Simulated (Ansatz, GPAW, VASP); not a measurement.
**One calculation of MnS, 4 ways**

```
Mn S
1.0
     0.00000    2.60450    2.60450
     2.60450    0.00000    2.60450
     2.60450    2.60450    0.00000
Mn S
1 1
Cartesian
  0.0000 0.0000 0.0000
  2.6045 2.6045 2.6045
```

Alike in all runs: task single point; functional PBE; k mesh 9 × 9 × 9; occupations gaussian, width 0.05 eV; collinear spin, ferromagnetic start; no spin-orbit coupling. The measured crystal is an antiferromagnetic insulator; the state found here is the runs' own. Pressure is positive in compression and, in plane waves, holds the error of the finite cutoff.

| program and potentials | plane-wave cutoff (eV) | notes | pressure (GPa) | net moment per atom (μB) |
| --- | --- | --- | --- | --- |
| Ansatz, all-electron LAPW, scalar-relativistic | - | - | -2.85 | 2.36 |
| GPAW, GPAW PAW data sets (gpaw-data 1.2.1) | 600 | 10.5 valence electrons an atom on average | -2.93 | 2.35 |
| VASP, PBE PAW files Mn_pv, S, 520 eV | 520 | 9.5 valence electrons an atom on average | -2.89 | 2.36 |
| VASP, PBE PAW files Mn, S, 500 eV | 500 | 6.5 valence electrons an atom on average | -2.97 | 2.36 |

The pressure spans -2.97 (VASP, PBE PAW files Mn, S, 500 eV) to -2.85 GPa (Ansatz, all-electron LAPW, scalar-relativistic), with all-electron results at -2.85. The net moment per atom spans 2.35 (GPAW, GPAW PAW data sets (gpaw-data 1.2.1)) to 2.36 μB (VASP, PBE PAW files Mn_pv, S, 520 eV), with all-electron results at 2.36. The state is the one that the start led to, which needn't be the lowest.

The functional is the same throughout but for its coding, so the spread measures potentials, basis and numerics; runs on potential files found faulty are left out.
